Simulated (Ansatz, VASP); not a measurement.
# SiH3C (SiC wire along [110], 4 atoms a period, H-terminated): VASP beside Ansatz

Wanted: the spread between two codes on one cell, functional and k mesh. The structure shown is the start of the Ansatz relaxation below; VASP solves that cell, so the two are compared at the walk's first step.

Main program and level: Ansatz 0.2.0; plane waves, with VASP 6.6.1 beside it; single point at PBE.

### 1. The structure

The cell holds 10 atoms: 6 H, 2 Si and 2 C. Its edges and angles: a = 11.580 Å, b = 10.749 Å, c = 3.097 Å, α = 90.0°, β = 90.0°, γ = 90.0°. Vacuum lies along a and b. The structure's axis is c.

### 2. Ansatz: relaxation, PBE

Ansatz runs on its default PAW (the set named soft_2) files.

The two programs are compared at the cell with which this relaxation starts, whose forces are those of its first step.

input.yaml

```yaml
crystal:
  lattice:
    - [11.58, 0.0, 0.0]
    - [0.0, 10.749, 0.0]
    - [0.0, 0.0, 3.0971277016]
  atoms:
    - { symbol: H, position: [0.293609672, 0.539631589, 0.0] }
    - { symbol: Si, position: [0.36690025, 0.427970041, 0.0] }
    - { symbol: C, position: [0.650579007, 0.572035894, 0.0] }
    - { symbol: H, position: [0.706419447, 0.657111359, 0.0] }
    - { symbol: H, position: [0.706419447, 0.486960429, 0.0] }
    - { symbol: C, position: [0.461459836, 0.427970041, 0.5] }
    - { symbol: H, position: [0.482728843, 0.683697442, 0.5] }
    - { symbol: H, position: [0.517300276, 0.342894577, 0.5] }
    - { symbol: Si, position: [0.556019421, 0.572035894, 0.5] }
    - { symbol: H, position: [0.293609672, 0.316308494, 0.0] }
kpoints:
  mp_grid: { grid: [1, 1, 26] }
scf:
  occupations: { method: fermi_dirac, width: 0.05 }
hamiltonian:
  xc: pbe
relax:
  cell: { fix: [a, b, alpha, beta, gamma] }
  max_steps: 60
```

Launch:

```
> ansatz run input.yaml --threads 4 --pin off --max-ram 16384MiB --backend cpu --events-out ev --progress --plain --runs-dir out
```

Numbers of over 12 decimals in the logs are rounded to 6 here.

The log of the run:

```text
Engine: ansatz 0.2.0, aarch64-unknown-linux-gnu
Pseudopotentials: kind: paw
Pseudopotential: H, paw, valence charge 1, recommended cutoff 420 eV (normal), H.paw.azcp
Pseudopotential: Si, paw, valence charge 4, recommended cutoff 420 eV (normal), Si.paw.azcp
Pseudopotential: C, paw, valence charge 4, recommended cutoff 420 eV (normal), C.paw.azcp
Functional definition: PBE
  parameter kappa = 0.804
  parameter beta = 0.066725
  exchange = pbe_x(kappa = kappa, mu = beta*pi^2/3)
  correlation = pbe_c(beta = beta)
Crystal: 10 atoms, lattice volume = 385.510 Å³
Basis set: ecut = 420 eV, 7511 PW (Γ), exchange–correlation on 160×144×48 points (8 copies of the dense FFT grid, shifted against one another)
Bands: 21, of which v1, the nominal top of the filled ones, is band 11 counted from 1 (10 counted from 0)
Symmetry: 2 space group operations
Space group: Pm (ITA 6), of the structure as read, at distance tolerance 7.3e-5 Å
k-points: 14 of 26
Non-local potential: H, projectors of the file, l = 0: 2, l = 1: 1
Non-local potential: Si, projectors of the file, l = 0: 2, l = 1: 2, l = 2: 2
Non-local potential: C, projectors of the file, l = 0: 2, l = 1: 2, l = 2: 1
PAW form: soft (Blöchl's): semilocal exchange-correlation on the pseudo side does not see the compensation charge
PAW one-centre angular grid: H, 110 points (default); XC on 64 Gauss nodes
PAW one-centre angular grid: Si, 110 points (default); XC on 64 Gauss nodes
PAW one-centre angular grid: C, 110 points (default); XC on 64 Gauss nodes
Initial density: superposition of atomic densities (neutral atoms: chi_scale 0, normalization atom), corrected by the library's trained network
Initial wavefunctions: pseudopotential atomic-orbital guess
Functional: x = pbe(κ = 0.804, μ = 0.219515), c = pbe(β = 0.066725)
SCF iter   1: F=—  HF=-1869.846029 eV  |F-HF|=—  |Δ(HF+E_count)|=         —  Δρ=1.97e-3  dr2=2.27e-2  ethr=1.77e-3  ⟨swp⟩=8.4  Hψ=2187  notcnv=0  defer=7
preconditioner: auto → Resta (q_TF=auto, 1.693 Å⁻¹)  ε∞=1.6  [insulator: Δε(μ)=4.254 eV  Ē_g=11.347 eV  σ=0.050 eV  W_gap=1.00  n_scr=26 (ndim 8)  ℏωp=8.9 eV  f_vac=0.658  D(μ)=0.00/eV (n_scr^D=0)  ε∞_Penn≈1.6  vacuum switching on, ρ_ref=9.3e-3 e/Å³]
SCF iter   2: F=—  HF=-1869.851163 eV  |F-HF|=—  |Δ(HF+E_count)|=   5.13e-3  Δρ=8.08e-4  dr2=3.86e-3  ethr=1.03e-4  ⟨swp⟩=2.3  Hψ=587  notcnv=0  defer=61
SCF iter   3: F=—  HF=-1869.852786 eV  |F-HF|=—  |Δ(HF+E_count)|=   1.62e-3  Δρ=3.46e-4  dr2=7.13e-4  ethr=1.75e-5  ⟨swp⟩=2.1  Hψ=418  notcnv=0  defer=61
SCF iter   4: F=—  HF=-1869.853570 eV  |F-HF|=—  |Δ(HF+E_count)|=   7.85e-4  Δρ=7.57e-5  dr2=3.80e-5  ethr=3.24e-6  ⟨swp⟩=2.4  Hψ=444  notcnv=0  defer=61
SCF iter   5: F=—  HF=-1869.853623 eV  |F-HF|=—  |Δ(HF+E_count)|=   5.27e-5  Δρ=3.02e-5  dr2=3.77e-6  ethr=1.73e-7  ⟨swp⟩=2.4  Hψ=431  notcnv=0  defer=61
SCF iter   6: F=—  HF=-1869.853624 eV  |F-HF|=—  |Δ(HF+E_count)|=   9.58e-7  Δρ=8.60e-6  dr2=2.35e-7  ethr=1.71e-8  ⟨swp⟩=2.1  Hψ=367  notcnv=0  defer=61
SCF iter   7: F=-1869.853624 eV  HF=-1869.853624 eV  |F-HF|=8.94e-9  |Δ(HF+E_count)|=   1.64e-7  Δρ=2.69e-6  dr2=3.48e-8  ethr=4.55e-10  ⟨swp⟩=5.0  Hψ=937  notcnv=0
SCF 1 converged in 7 iterations: F = -1869.853624 eV  dr2 = 3.48e-8
  greatest PAW one-centre occupation: 0.644 electrons in one spin orbital (limit 2), on the C atom at site 2 (counted from 0), in its partial waves of l = 0
relax step   1: F+E_penalty+E_count = -1869.85362399 eV  Δ(F+E_penalty+E_count) = +0.000e0 eV  max|allowed force component| = 1.146e0 eV/Å  Δτ_max = 0.0000 Å  P = -0.012 GPa  Ω = 385.510 Å³  fix = [a, b, alpha, beta, gamma]  reactions: a -0.282, b -0.144 GPa; gamma -0.138 GPa/rad  (7 SCF iters, dr2 threshold 1.00e-7 eV, accepted)
[...]
relax step   4: F+E_penalty+E_count = -1869.94374245 eV  Δ(F+E_penalty+E_count) = -1.951e-3 eV  max|allowed force component| = 1.055e-1 eV/Å  Δτ_max = 0.0272 Å  P = +0.007 GPa  Ω = 390.366 Å³  energy of the carried Pulay correction = -1.879e-3 eV  fix = [a, b, alpha, beta, gamma]  reactions: a +0.002, b -0.042 GPa; gamma -0.012 GPa/rad  (6 SCF iters, dr2 threshold 1.07e-7 eV, accepted)
[...]
relax step   5: F+E_penalty+E_count = -1869.94440838 eV  Δ(F+E_penalty+E_count) = -6.659e-4 eV  max|allowed force component| = 2.210e-2 eV/Å  Δτ_max = 0.0240 Å  P = +0.012 GPa  Ω = 390.649 Å³  energy of the carried Pulay correction = -1.988e-3 eV  fix = [a, b, alpha, beta, gamma]  reactions: a +0.018, b +0.018 GPa; gamma -0.000 GPa/rad  (5 SCF iters, dr2 threshold 6.96e-7 eV, accepted)
[...]
relax step   6: F+E_penalty+E_count = -1869.94454336 eV  Δ(F+E_penalty+E_count) = -1.350e-4 eV  max|allowed force component| = 9.508e-3 eV/Å  Δτ_max = 0.0127 Å  P = -0.005 GPa  Ω = 390.653 Å³  energy of the carried Pulay correction = -1.989e-3 eV  fix = [a, b, alpha, beta, gamma]  reactions: a -0.009, b -0.006 GPa; gamma +0.003 GPa/rad  (6 SCF iters, dr2 threshold 3.05e-8 eV, accepted)
[...]
relax step   7: F+E_penalty+E_count = -1869.94689773 eV  Δ(F+E_penalty+E_count) = -2.354e-3 eV  max|allowed force component| = 9.572e-3 eV/Å  Δτ_max = 0.0000 Å  P = +0.002 GPa  Ω = 390.653 Å³  fix = [a, b, alpha, beta, gamma]  reactions: a -0.005, b -0.007 GPa; gamma +0.000 GPa/rad  stress off target by 1.84e-2 GPa on what of the cell is left free  SCF on the basis re-selected at this cell (its energy is not comparable with the rows above)  (6 SCF iters)
basis re-selected at this cell: Δ(F+E_penalty+E_count) = -2.354e-3 eV, ΔP = +0.007 GPa vs the last step (what re-selecting the basis moved, of the pressure what is left beyond the Pulay correction that the steps carried, after the strain that the cell walked since its last selection, with what the two solves' SCF thresholds leave and, on support functions, any second-order correction that the steps lacked; it is no m [...]
SCF converged after 6 iterations
Free energy (F): -1869.946898 eV
Harris-Foulkes:  -1869.946898 eV  (|F-HF|=5.60e-10)
Internal energy: -1869.946898 eV  (E = F + TS)
E sigma→0 (E₀):  -1869.946898 eV
Fermi energy:    -1.755733 eV
--- Per-component energies (eV) ---
  E_band       = -193.812623
  E_kinetic    = 347.631594
  E_local      = -2663.210072  (includes V_loc(G=0)·N_el)
  E_nonlocal   = 114.594130
  E_hartree    = 1156.786128
  E_xc         = -261.718883
  E_vxc        = -283.611264  (∫ρ·V_xc dr)
  E_paw        = -1227.737184  (= ΣΔE_a)
  E_vpaw       = -22.781550  (= ΣTr[D̂ρ^β])
  E_aug_tail   = -0.007774  (compensation charges beyond the density's cutoff)
  E_ewald      = 663.715164
  E_smearing   = -0.000000  (= −TS)
  E_closure    = 0.000000  (closes the sum)
  Σ components = -1869.946898   (vs F -1869.946898, Δ=0.00e0)
--- Forces (eV/Å), atoms counted from 1 ---
  atom   1  H     -0.00194125    -0.00174805     0.00000000
  atom   2  Si    -0.00023418    -0.00147423     0.00000000
  atom   3  C      0.00367726    -0.00957231     0.00000000
  atom   4  H     -0.00146173    -0.00005544     0.00000000
  atom   5  H     -0.00143566     0.00335045     0.00000000
  atom   6  C      0.00135526    -0.00028381     0.00000000
  atom   7  H      0.00224464    -0.00120162     0.00000000
  atom   8  H     -0.00079009     0.00277241     0.00000000
  atom   9  Si    -0.00065697     0.00626164     0.00000000
  atom  10  H     -0.00075553     0.00195141     0.00000000
  max |Σ_I F_I| component: 1.74e-6 eV/Å
--- Stress (GPa, compression-positive) ---
       -0.004590      -0.000458       0.000000
       -0.000458      -0.006797       0.000000
        0.000000       0.000000       0.018399
  P = ⅓ Tr σ = 0.0023 GPa (0.023 kbar)
--- Relaxed structure (6 steps of the walk, 6 accepted, 1 SCFs on fresh bases) ---
  F+E_penalty+E_count = -1869.94689773 eV   max|allowed force component| = 9.572e-3 eV/Å   (the final SCF, on the basis selected at the relaxed cell)
  cell:  # Å, volume = 390.6532 Å³
    - [11.58, 0, 0.0]
    - [0, 10.749, 0.0]
    - [0.0, 0.0, 3.138447]
  atoms:
    - { symbol: H, position: [0.287120, 0.537065, 0.0] }
    - { symbol: Si, position: [0.367590, 0.428076, 0.0] }
    - { symbol: C, position: [0.650618, 0.570227, 0.0] }
    - { symbol: H, position: [0.707816, 0.652153, 0.0] }
    - { symbol: H, position: [0.706843, 0.487419, 0.0] }
    - { symbol: C, position: [0.458408, 0.433442, 0.5] }
    - { symbol: H, position: [0.488619, 0.687049, 0.5] }
    - { symbol: H, position: [0.511972, 0.348164, 0.5] }
    - { symbol: Si, position: [0.560481, 0.570918, 0.5] }
    - { symbol: H, position: [0.295579, 0.312102, 0.0] }
```

Reading the cycles: dr2 is the Hartree energy of the density residual (eV), the measure of convergence; HF is the Harris–Foulkes estimate of the energy, which meets the free energy F at convergence.

### 3. VASP: single point, PBE, start cell

The same cell, functional, mesh and smearing now go to VASP, with its own data sets.

Lines of VASP's logs that name or quote its potential files are left out, and so is its time.

INCAR

```
SYSTEM = SiH3C
PREC = Accurate
ENCUT = 520
EDIFF = 1E-06
NELM = 120
ISMEAR = -1
SIGMA = 0.05
LREAL = .FALSE.
ALGO = Normal
GGA = PE
NBANDS = 21
LORBIT = 11
LWAVE = .FALSE.
LCHARG = .FALSE.
ISIF = 2
LASPH = .TRUE.
GGA_COMPAT = .FALSE.
EFERMI = MIDGAP
KPAR = 2
```

POSCAR

```
SiH3C
1.0
   11.5800000000      0.0000000000      0.0000000000
    0.0000000000     10.7490000000      0.0000000000
    0.0000000000      0.0000000000      3.0971280000
H Si C
6 2 2
Direct
    0.2936096718      0.5396315936      0.0000000000
    0.7064194301      0.6571113592      0.0000000000
    0.7064194301      0.4869604614      0.0000000000
    0.4827288428      0.6836974602      0.5000000000
    0.5173002591      0.3428945948      0.5000000000
    0.2936096718      0.3163084938      0.0000000000
    0.3669002591      0.4279700437      0.0000000000
    0.5560194301      0.5720359103      0.5000000000
    0.6505790155      0.5720359103      0.0000000000
    0.4614598446      0.4279700437      0.5000000000
```

KPOINTS

```
Automatic mesh
0
Gamma
1 1 26
0 0 0
```

PAW data sets: H, Si and C (PBE family, release 64).

Launch:

```
> mpirun -np 2 vasp_std
```

The log of the run:

```text
[banner, memory and clock lines left out]
running    2 mpi-ranks, on    1 nodes
 distrk:  each k-point on    1 cores,    2 groups
 distr:  one band on    1 cores,    1 groups

 POSCAR found type information on POSCAR H SiC
 POSCAR found :  3 types and      10 ions
 LDA part: xc-table for (Slater+PW92), standard interpolation
 POSCAR, INCAR and KPOINTS ok, starting setup
 FFT: planning ... GRIDC
 FFT: planning ... GRID_SOFT
 FFT: planning ... GRID
 WAVECAR not read
 entering main loop
       N       E                     dE             d eps       ncg     rms          rms(c)
DAV:   1     0.124482829287E+03    0.12448E+03   -0.68920E+03   588   0.722E+02
DAV:   2    -0.312432500578E+02   -0.15573E+03   -0.14483E+03   837   0.150E+02
DAV:   3    -0.555485117496E+02   -0.24305E+02   -0.24136E+02   731   0.654E+01
DAV:   4    -0.568082066682E+02   -0.12597E+01   -0.12567E+01   833   0.183E+01
DAV:   5    -0.568418327084E+02   -0.33626E-01   -0.33618E-01   848   0.279E+00    0.140E+01
DAV:   6    -0.516466659146E+02    0.51952E+01   -0.11274E+01   787   0.161E+01    0.686E+00
DAV:   7    -0.510387224904E+02    0.60794E+00   -0.29357E+00   840   0.773E+00    0.318E+00
DAV:   8    -0.508001822930E+02    0.23854E+00   -0.42513E-01   840   0.321E+00    0.742E-01
DAV:   9    -0.507463654640E+02    0.53817E-01   -0.93501E-02   840   0.155E+00    0.340E-01
DAV:  10    -0.507360016367E+02    0.10364E-01   -0.22292E-02   840   0.717E-01    0.220E-01
DAV:  11    -0.507292327080E+02    0.67689E-02   -0.84371E-03   758   0.443E-01    0.124E-01
DAV:  12    -0.507315116827E+02   -0.22790E-02   -0.22128E-03   628   0.211E-01    0.780E-02
DAV:  13    -0.507355343296E+02   -0.40226E-02   -0.11963E-03   716   0.182E-01    0.356E-02
DAV:  14    -0.507371157184E+02   -0.15814E-02   -0.33877E-04   822   0.874E-02    0.311E-02
DAV:  15    -0.507391187023E+02   -0.20030E-02   -0.25105E-04   744   0.777E-02    0.111E-02
DAV:  16    -0.507395973479E+02   -0.47865E-03   -0.40549E-05   800   0.330E-02    0.946E-03
DAV:  17    -0.507401669428E+02   -0.56959E-03   -0.81694E-05   713   0.323E-02    0.513E-03
DAV:  18    -0.507402893793E+02   -0.12244E-03   -0.19981E-05   824   0.156E-02    0.187E-03
DAV:  19    -0.507403300858E+02   -0.40706E-04   -0.80686E-06   738   0.101E-02    0.213E-03
DAV:  20    -0.507403349326E+02   -0.48468E-05   -0.95777E-07   707   0.497E-03    0.550E-04
DAV:  21    -0.507403374907E+02   -0.25581E-05   -0.44802E-07   642   0.276E-03    0.337E-04
DAV:  22    -0.507403381108E+02   -0.62008E-06   -0.67250E-08   678   0.124E-03
   1 F= -.50740338E+02 E0= -.50740338E+02  d E =-.116026E-18
```

[end of part 1 of 2]

[Lines on the potential files, build, host, timing and source positions are cut from VASP's logs without a mark.]

[Logs are printed without paths, hosts, clocks, repeated set-up lines and the standing remarks that a program may print on its own settings, such as how far it seeks lower states.]

[Hosts, paths, dates, database ids (printed as entryN), source tags and the programs' standing remarks are cut or masked in the printed files.]
